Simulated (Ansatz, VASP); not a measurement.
# Two plane-wave programs on BaHf3O2

```
Ba Hf O
1.0
     6.49807    0.00000    0.00000
    -3.24903    5.62749    0.00000
     0.00000    0.00000    2.93368
Ba Hf O
1 3 2
Direct
  0.00000 0.00000 0.94888
  0.50000 0.50000 0.44890
  0.50000 0.00000 0.44890
  0.00000 0.50000 0.44890
  0.66667 0.33333 0.94903
  0.33333 0.66667 0.94903
```

Change from the starting cell: species swapped into the ErCo3Ge2 type (P6mm, No. 183).

Alike in both runs: functional PBE; k mesh 6 × 6 × 4; occupations gaussian, width 0.1 eV; no spin polarisation.

Ansatz relaxed the structure, and its values are those at the end. VASP's run is a single point on that final structure, the one shown.

|  | VASP | Ansatz |
| --- | --- | --- |
| version | VASP 6.6.1 | Ansatz 0.2.0 |
| potentials or method | VASP PAW PBE potentials, release 64 (Ba_sv, Hf_pv, O) | scalar-relativistic, plane waves, PAW |
| plane-wave cutoff (eV) | 520 | 420 |
| valence electrons in the cell | 52 | 100 |

VASP gave:

| Property | Result |
| --- | --- |
| gap on the k mesh at the Fermi level (eV) | none |
| pressure (GPa) | -0.2 |

Problem. Which values does Ansatz return?

Solution. gap on the k mesh at the Fermi level (eV): none; pressure (GPa): 0.1.

A gap of «none» marks a metal or a gap that the smearing closes. The two sets of potentials don't hold the same shells in valence.

Caveats: the k mesh is coarse (spacing up to 0.54 Å⁻¹), so the values aren't converged. Spin-orbit coupling is left out, which matters for the levels of Ba, Hf.
